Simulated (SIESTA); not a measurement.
The system is Pb.

```xyz
1
Lattice="0.0193 2.4629 2.4528 2.5029 -0.0067 2.4789 2.4813 2.4674 0.0148" Properties=species:S:1:pos:R:3 pbc="T T T"
Pb    0.0000    0.0000    0.0000
```

Base run:

* Program: SIESTA 5.4.2
* Functional: vdW-DF
* Potentials or basis: PseudoDojo 0.4 standard (PBE files)
* Basis: DZP (energy shift 0.003 Ry; two zetas on semicore shells)
* Grid cutoff: 500 Ry
* Energy shift: 0.003 Ry
* k mesh: 9 × 9 × 9
* Occupations: fermi-dirac, width 0.05 eV
* Spin: no spin polarisation

Its results: band gap on the k mesh none (metal or under the smearing width); pressure 6.0 GPa.

Problem. After a change of settings the same cell gave: band gap on the k mesh none (metal or under the smearing width); pressure 0.4 GPa. Which change was it?
A. functional from vdW-DF to optB88-vdW
B. functional from vdW-DF to vdW-DF2
C. functional from vdW-DF to VV10
D. functional from vdW-DF to vdW-DF-C09

Solution. D.

Caveats: the potentials were made for another functional, which shifts forces and pressure; the basis of atomic orbitals isn't converged, which shifts pressures, moduli and gaps.
